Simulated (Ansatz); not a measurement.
The system is MnS.

```
Mn S
1.0
     0.00000    2.60450    2.60450
     2.60450    0.00000    2.60450
     2.60450    2.60450    0.00000
Mn S
1 1
Direct
  0.00000 0.00000 0.00000
  0.50000 0.50000 0.50000
```

Base run:

| Quantity | Value |
| --- | --- |
| Program | Ansatz 0.2.0 |
| Functional | HSE06 form with a typed share of exact exchange |
| Potentials or basis | Ansatz PAW |
| Cutoff | 420 eV (not typed: the program's choice for these potentials) |
| k mesh | 5 × 5 × 5 |
| Occupations | fermi-dirac, width 0.05 eV |
| Spin | collinear spin, ferromagnetic start |
| Starting moments | [4.0, 0.0] μB |

Its results: band gap on the k mesh 0.40 eV, indirect (least direct gap 2.34 eV); pressure 1.5 GPa; net moment 5.00 μB per cell; site moments Mn +4.46; S +0.18 μB.

**Question.** The run is repeated on the same cell with these changes: share of exact exchange from 0.15 to 0. What comes out?

**Answer.** Band gap on the k mesh none (metal or under the smearing width); pressure -4.3 GPa; net moment 4.59 μB per cell; site moments Mn +4.14; S +0.12 μB.

Caveats: some runs use coarse meshes; the magnetic or orbital state may not be the lowest; a cell with one magnetic atom can't hold antiferromagnetic order, which such compounds often take; odd divisions of the mesh miss points on the zone boundary, where band edges often lie, so the gap on the mesh can be too wide (some runs); the PAW data sets come from PBE, with cores solved anew for the run's functional, which leaves a small shift of forces and pressure (some runs); the thresholds are loose for stress (some runs); the PAW data sets were made with another functional, which shifts forces and pressure a little (some runs).

A k mesh can miss the band edges.
